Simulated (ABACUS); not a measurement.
The system is KI.

```xyz
2
Lattice="0.0000 3.5328 3.5328 3.5328 0.0000 3.5328 3.5328 3.5328 0.0000" Properties=species:S:1:pos:R:3 pbc="T T T"
I     3.5328    3.5328    3.5328
K     0.0000    0.0000    0.0000
```

| Property | Result |
| --- | --- |
| Program | ABACUS 3.10.1 |
| Task | relaxation of cell and atoms |
| Functional | LDA |
| Potentials or basis | GBRV ultrasoft 1.5 LDA |
| Cutoff | 544 eV |
| Density cutoff | 4354 eV |
| Basis | plane waves |
| k mesh | 6 × 6 × 6 |
| Occupations | fermi-dirac, width 0.05 eV |
| Spin | no spin polarisation |

At the start: pressure -1.8 GPa; volume 44.09 Å³/atom.

Question: Where does the relaxation end?

Answer: Over 3 steps the energy falls by 31.2 meV/atom and the volume is 39.09 Å³/atom (-11.3 %); space group Fm-3m (No. 225, to 0.05 Å).

Step by step:
```
step  energy change (eV)  largest force (eV/Å)  pressure (GPa)  volume (Å³)
   1              0.0000                0.0000           -1.79        88.18
   2             -0.0527                0.0000           -0.81        81.81
   3             -0.0624                0.0000           -0.03        78.18
```

Final structure:
```
CELL_PARAMETERS angstrom
0.00000 3.39377 3.39377
3.39377 0.00000 3.39377
3.39377 3.39377 0.00000
ATOMIC_POSITIONS crystal
I 0.50000 0.50000 0.50000
K 0.00000 0.00000 0.00000
```

Caveat: the volume moved by -11 % from the deposited cell, more than functionals usually miss.
